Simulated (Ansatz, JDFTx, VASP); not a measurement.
## Ag: programs and potentials compared

The starting cell:

```
CELL_PARAMETERS angstrom
0.00000 2.04275 2.04275
2.04275 0.00000 2.04275
2.04275 2.04275 0.00000
ATOMIC_POSITIONS crystal
Ag 0.00000 0.00000 0.00000
```

Alike in all runs: task relaxation of cell and atoms; functional PBE; k mesh 11 × 11 × 11; occupations fermi-dirac, width 0.05 eV; no spin polarisation; no spin-orbit coupling.

```json
{"program and potentials": "JDFTx, SG15-PBE-1.2 with smoothed tails", "plane-wave cutoff (eV)": "1088", "notes": "19 valence electrons an atom on average", "equilibrium volume (Å³/atom)": "17.79"}
{"program and potentials": "JDFTx, PseudoDojo-SR-PBE-0.5-stringent with smoothed tails", "plane-wave cutoff (eV)": "1116", "notes": "19 valence electrons an atom on average", "equilibrium volume (Å³/atom)": "17.72"}
{"program and potentials": "JDFTx, Ansatz-NC-SR-PBE with smoothed tails", "plane-wave cutoff (eV)": "980", "notes": "19 valence electrons an atom on average", "equilibrium volume (Å³/atom)": "17.80"}
{"program and potentials": "JDFTx, SPMS-PBE-1.0 with smoothed tails", "plane-wave cutoff (eV)": "1088", "notes": "19 valence electrons an atom on average", "equilibrium volume (Å³/atom)": "17.81"}
{"program and potentials": "Ansatz, all-electron LAPW, scalar-relativistic", "plane-wave cutoff (eV)": "-", "notes": "-", "equilibrium volume (Å³/atom)": "17.79"}
{"program and potentials": "VASP, PBE PAW files Ag_sv_GW, 680 eV", "plane-wave cutoff (eV)": "680", "notes": "19 valence electrons an atom on average", "equilibrium volume (Å³/atom)": "17.78"}
{"program and potentials": "VASP, PBE PAW files Ag_GW, 630 eV", "plane-wave cutoff (eV)": "630", "notes": "11 valence electrons an atom on average", "equilibrium volume (Å³/atom)": "17.75"}
{"program and potentials": "JDFTx, PseudoDojo-SR-PBE-0.5-standard", "plane-wave cutoff (eV)": "1116", "notes": "19 valence electrons an atom on average", "equilibrium volume (Å³/atom)": "17.74"}
{"program and potentials": "VASP, PBE PAW files Ag, 600 eV", "plane-wave cutoff (eV)": "600", "notes": "11 valence electrons an atom on average", "equilibrium volume (Å³/atom)": "17.77"}
{"program and potentials": "VASP, PBE PAW files Ag, 580 eV", "plane-wave cutoff (eV)": "580", "notes": "11 valence electrons an atom on average", "equilibrium volume (Å³/atom)": "17.77"}
```

The equilibrium volume spans 17.72 (JDFTx, PseudoDojo-SR-PBE-0.5-stringent with smoothed tails) to 17.81 Å³/atom (JDFTx, SPMS-PBE-1.0 with smoothed tails), with all-electron results at 17.79. Relaxations stop with a little pressure left, so the last digit of a volume isn't settled.

Differences between rows come from potentials, basis sets and numerical settings, since the functional is the same but for its coding. Runs on potential files found faulty are left out.
